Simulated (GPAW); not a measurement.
# SnSe in GPAW: convergence with density grid spacing (A)

The system is SnSe.

```
Sn Se
1.0
     0.00000    3.39084    3.39084
     3.39084    0.00000    3.39084
     3.39084    3.39084    0.00000
Sn Se
1 1
Direct
  0.00000 0.00000 0.00000
  0.75000 0.75000 0.75000
```

The cell was built by a generator and needn't be a form met in nature.

* Program: GPAW 26.7.0
* Task: convergence study
* Functional: PBEsol
* Potentials or basis: PAW data sets generated in the run's folder for this functional
* Cutoff: 600 eV
* Basis: pw
* Grid spacing: 0.24 Å
* k mesh: 7 × 7 × 7
* Occupations: fermi-dirac, width 0.05 eV
* Spin: no spin polarisation

These are the settings of the first run; the series varies density grid spacing (A), with any setting tied to it.

Hardware: 1 thread of Arm Neoverse V1, on a shared host.

Question: The values tried are 0.24, 0.2, 0.17, 0.15, 0.13, 0.11, 0.09, loosest first. From which on does the energy stay within 1 meV/atom of the tightest run that finished?

Answer: From 0.2 on.

```csv
density grid spacing (A),"energy less the tightest run, at zero smearing (meV/atom)",SCF cycles,CPU time (s),peak memory (GiB)
0.24,-1.09,9,14,0.16
0.2,-0.38,9,19,0.17
0.17,-0.09,9,28,0.18
0.15,-0.07,9,24,0.19
0.13,-0.02,9,49,0.23
0.11,-0.01,9,68,0.26
0.09,0.00,9,110,0.35
```

The tightest run that finished is the yardstick and may itself not be fully converged.
